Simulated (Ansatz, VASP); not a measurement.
This is a calculation of Be for Ansatz 0.2.0. This isn't the form of Be at room conditions, which is hcp.

File input.yaml:

```yaml
crystal:
  lattice:
    - [-1.2531209513, 1.2531209513, 1.2531209513]
    - [1.2531209513, -1.2531209513, 1.2531209513]
    - [1.2531209513, 1.2531209513, -1.2531209513]
  atoms:
    - { symbol: Be, position: [0.0, 0.0, 0.0] }
hamiltonian:
  xc: lda
  pseudopotentials: { kind: paw }
kpoints:
  mp_grid: { grid: [15, 15, 15] }
scf:
  occupations: { method: gaussian, width: 0.01 }
output:
  forces: true
  stress: true
relax:
  f_tol: 0.01
  max_steps: 40
  cell: { stress_tol: 0.05 }
```

Potentials or basis: Ansatz PAW.

Run with:

```sh
$ ansatz run input.yaml --threads 1 --pin off --max-ram 3584MiB --backend cpu --events-out ev --progress --plain --runs-dir out
```

Task: Translate it to VASP 6.6.1. Potentials or basis there: LDA PAW files Be, 600 eV.

Result: As run (cutoffs and basis follow the program's own potentials, and thresholds, step limits or extra output files can differ):

Contents of INCAR:

```
SYSTEM = Be
ALGO     = Normal         ! electronic algorithm
EDIFF    = 1E-7           ! SCF threshold, eV
EDIFFG   = -0.005         ! ionic threshold
ENCUT    = 600            ! plane-wave cutoff, eV
IBRION   = 2              ! ionic algorithm
ISIF     = 3              ! what is computed and relaxed
ISMEAR   = 0              ! smearing method
LASPH    = .TRUE.         ! aspherical terms in the spheres
LCHARG   = .FALSE.        ! write CHGCAR
LREAL    = .FALSE.        ! projectors in reciprocal space
LWAVE    = .FALSE.        ! write WAVECAR
NELM     = 100            ! most SCF steps
NSW      = 60             ! ionic steps
PREC     = Accurate       ! precision mode
SIGMA    = 0.01           ! smearing width, eV
```

File KPOINTS:

```
k-points
0
G
  15 15 15
  0 0 0
```

POSCAR

```
Be
1.0
   -1.2531209513      1.2531209513      1.2531209513
    1.2531209513     -1.2531209513      1.2531209513
    1.2531209513      1.2531209513     -1.2531209513
Be
1
Direct
    0.0000000000      0.0000000000      0.0000000000
```

Potentials or basis: VASP PAW LDA potentials, release 64 (Be).

The run is started by

```bash
$ cat potpaw_LDA.64/Be/POTCAR > POTCAR
$ mpirun -np 1 vasp_std > vasp.out
```

Both were run:

|  | Ansatz | VASP |
| --- | --- | --- |
| Relaxed volume | 7.46 Å³/atom | 7.49 Å³/atom |
| Relaxed cell | a = 2.132 Å, b = 2.132 Å, c = 2.132 Å, α = 109.47°, β = 109.47°, γ = 109.47° | a = 2.134 Å, b = 2.134 Å, c = 2.134 Å, α = 109.47°, β = 109.47°, γ = 109.47° |
| Space group after relaxing | Im-3m (No. 229) | Im-3m (No. 229) |
| Pressure after relaxing | 0.0 GPa | 0.0 GPa |

Ansatz's pressure holds a Pulay term of +0.02 GPa for its cutoff of 420 eV, which the other run lacks.

Ansatz's potentials were made for PBE.

Where Ansatz's input types no cutoff or centring, it takes its own default and a Γ-centred mesh.

The two programs' LDA may be different fits to the electron gas.

Pressure is positive in compression.
